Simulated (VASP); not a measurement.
Wanted: the native input for a VASP 6.6.1 run.

```yaml
Task: band structure
Functional: PBE
Dispersion: D3(BJ)
Potentials_or_basis: VASP PAW PBE potentials, release 64 (Se, Ti_sv)
Cutoff: 520 eV
k_mesh: 12 × 12 × 1
Occupations: gaussian, width 0.03 eV
Spin: spin-orbit coupling, no magnetisation
Dipole_correction: yes
Further_INCAR_settings: ALGO = Normal; EDIFF = 1e-06; NBANDS = 66
```

The structure of TiSe2 lies in POSCAR:

```
TiSe2                                   
1.0
    3.4811364334      0.0000000000      0.0000000000
   -1.7405682167      3.0147525875      0.0000000000
    0.0000000000      0.0000000000     27.0684416000
  Se              Ti            
     4     2
Direct
     0.6666666699999979    0.3333333300000021    0.3327489368118250
     0.3333333300000021    0.6666666699999979    0.4481912166227389
     0.6666666699999979    0.3333333300000021    0.5518087833772611
     0.3333333300000021    0.6666666699999979    0.6672510631881750
     0.0000000000000000    0.0000000000000000    0.3908286424951157
     0.0000000000000000    0.0000000000000000    0.6091713575048843
```

The input as run:

INCAR

```
SYSTEM = TiSe2
PREC = Accurate ; ENCUT = 520
EDIFF = 1E-6 ; ISMEAR = 0
SIGMA = 0.03 ; LREAL = .FALSE.
LASPH = .TRUE. ; NELM = 80
ALGO = Normal ; ISIF = 2
LWAVE = .FALSE. ; LCHARG = .FALSE.
MAGMOM = 0 0 0 0 0 0 0 0 0 0 0 0 0 0 0 0 0 0 ; LORBIT = 11
LSORBIT = .TRUE. ; GGA_COMPAT = .FALSE.
LMAXMIX = 4 ; LDIPOL = .TRUE.
IDIPOL = 3 ; DIPOL = 0.5 0.5 0.500
GGA = PE ; IVDW = 12
NBANDS = 66 ; LVHAR = .TRUE.
LVACPOTAV = .TRUE. ; KPAR = 4
```

KPOINTS

```
Automatic mesh
0
G
  12 12 1
  0 0 0
```

KPOINTS_OPT

```
explicit points
67
Reciprocal
 0.0000000000  0.0000000000  0.0000000000 1
 0.0357142900  0.0000000000  0.0000000000 1
 0.0714285700  0.0000000000  0.0000000000 1
 0.1071428600  0.0000000000  0.0000000000 1
 0.1428571400  0.0000000000  0.0000000000 1
 0.1785714300  0.0000000000  0.0000000000 1
 0.2142857100  0.0000000000  0.0000000000 1
 0.2500000000  0.0000000000  0.0000000000 1
 0.2857142900  0.0000000000  0.0000000000 1
 0.3214285700  0.0000000000  0.0000000000 1
 0.3571428600  0.0000000000  0.0000000000 1
 0.3928571400  0.0000000000  0.0000000000 1
 0.4285714300  0.0000000000  0.0000000000 1
 0.4642857100  0.0000000000  0.0000000000 1
 0.5000000000  0.0000000000  0.0000000000 1
 0.4791666700  0.0416666700  0.0000000000 1
 0.4583333300  0.0833333300  0.0000000000 1
 0.4375000000  0.1250000000  0.0000000000 1
 0.4166666700  0.1666666700  0.0000000000 1
 0.3958333300  0.2083333300  0.0000000000 1
 0.3750000000  0.2500000000  0.0000000000 1
 0.3541666700  0.2916666700  0.0000000000 1
 0.3333333300  0.3333333300  0.0000000000 1
 0.3137254900  0.3137254900  0.0000000000 1
 0.2941176500  0.2941176500  0.0000000000 1
 0.2745098000  0.2745098000  0.0000000000 1
 0.2549019600  0.2549019600  0.0000000000 1
 0.2352941200  0.2352941200  0.0000000000 1
 0.2156862700  0.2156862700  0.0000000000 1
 0.1960784300  0.1960784300  0.0000000000 1
 0.1764705900  0.1764705900  0.0000000000 1
 0.1568627500  0.1568627500  0.0000000000 1
 0.1372549000  0.1372549000  0.0000000000 1
 0.1176470600  0.1176470600  0.0000000000 1
 0.0980392200  0.0980392200  0.0000000000 1
 0.0784313700  0.0784313700  0.0000000000 1
 0.0588235300  0.0588235300  0.0000000000 1
 0.0392156900  0.0392156900  0.0000000000 1
 0.0196078400  0.0196078400  0.0000000000 1
 0.0000000000  0.0000000000  0.0000000000 1
 0.0000000000  0.0000000000  0.0000000000 1
 0.0067532600 -0.0033766300  0.0000000000 1
-0.0067532600  0.0033766300  0.0000000000 1
 0.0196970200 -0.0098485100  0.0000000000 1
-0.0196970200  0.0098485100  0.0000000000 1
 0.0000000000  0.0058485000  0.0000000000 1
-0.0000000000 -0.0058485000  0.0000000000 1
 0.0000000000  0.0170581200  0.0000000000 1
-0.0000000000 -0.0170581200  0.0000000000 1
 0.5000000000  0.0000000000  0.0000000000 1
 0.5067532600 -0.0033766300  0.0000000000 1
 0.4932467400  0.0033766300  0.0000000000 1
 0.5196970200 -0.0098485100  0.0000000000 1
 0.4803029800  0.0098485100  0.0000000000 1
 0.5000000000  0.0058485000  0.0000000000 1
 0.5000000000 -0.0058485000  0.0000000000 1
 0.5000000000  0.0170581200  0.0000000000 1
 0.5000000000 -0.0170581200  0.0000000000 1
 0.3333333300  0.3333333300  0.0000000000 1
 0.3400865900  0.3299567000  0.0000000000 1
 0.3265800700  0.3367099600  0.0000000000 1
 0.3530303500  0.3234848200  0.0000000000 1
 0.3136363100  0.3431818400  0.0000000000 1
 0.3333333300  0.3391818300  0.0000000000 1
 0.3333333300  0.3274848300  0.0000000000 1
 0.3333333300  0.3503914500  0.0000000000 1
 0.3333333300  0.3162752100  0.0000000000 1
```

Potentials or basis: VASP PAW PBE potentials, release 64 (Se, Ti_sv).

Launch:

```sh
$ cat potpaw_PBE.64/Se/POTCAR potpaw_PBE.64/Ti_sv/POTCAR > POTCAR
$ mpirun -np 4 vasp_ncl > vasp.out
```

Results of the run:

| Property | Result |
| --- | --- |
| Largest force | 0.007 eV/Å |
| Valence electrons inside the program's atomic spheres | Se 3.87, 3.88; Ti 10.19 |
| Dispersion energy per atom | -0.374 eV |
| Work function of the upper face | 5.31 eV |
| Work function of the lower face | 5.31 eV |

Wall time 18 min on 4 MPI ranks on Intel(R) Xeon(R) Platinum 8488C (Sapphire Rapids) (shared host), peak memory 1.5 GiB a rank.
